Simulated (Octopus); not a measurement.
**BN under changes of volume**

One of the cells (5.969 Å³/atom); the others are scaled copies at fixed shape and fractional positions:

```
N B
1.0
     2.55394    0.00000    0.00000
    -1.27697    2.21178    0.00000
     0.00000    0.00000    4.22685
N B
2 2
Direct
  0.33333 0.66667 0.12528
  0.66667 0.33333 0.62528
  0.33333 0.66667 0.49972
  0.66667 0.33333 0.99972
```

Measurements of this composition are mostly on another form, of space group No. 194.

* Program: Octopus 16.4
* Functional: PBE
* Potentials or basis: pseudodojo_pbe (PseudoDojo 0.5, PBE)
* Grid spacing: 0.122 × 0.122 × 0.121 Å
* k mesh: 12 × 12 × 6
* Occupations: fermi-dirac, width 0.05 eV
* Spin: no spin polarisation

| volume (Å³/atom) | energy over the lowest point (meV/atom) | gap on the mesh (eV) | largest force (eV/Å) |
| --- | --- | --- | --- |
| 5.611 | 24.24 | 5.18 | 0.034 |
| 5.730 | 11.89 | 5.21 | 0.018 |
| 5.850 | 2.90 | 5.24 | 0.000 |
| 5.969 | 0.00 | 5.27 | 0.014 |
| 6.088 | 3.09 | 5.30 | 0.029 |
| 6.208 | 11.00 | 5.32 | 0.043 |
| 6.327 | ? | ? | ? |

Q: What does the run at 6.327 Å³/atom give?

A: Energy over the lowest point 23.64 meV/atom; gap on the mesh 5.34 eV; largest force 0.056 eV/Å.

Worked out: A Birch-Murnaghan fit of order 3 (a polynomial in V^(-2/3)) to the other rows has its minimum at 5.98 Å³/atom with B0 = V·E''(V) = 377 GPa (rough, since the energies scatter) at fixed shape and positions, which overstates the stiffness. It gives 25.50 meV/atom at 6.327 Å³/atom, against the run's 23.64. A straight line through the other rows of the gap, of slope 1.41 eV per unit of ln V, extrapolates to 5.35 eV, against the run's 5.34.

Energies are extrapolated to zero smearing.

A mesh can miss the band edges.
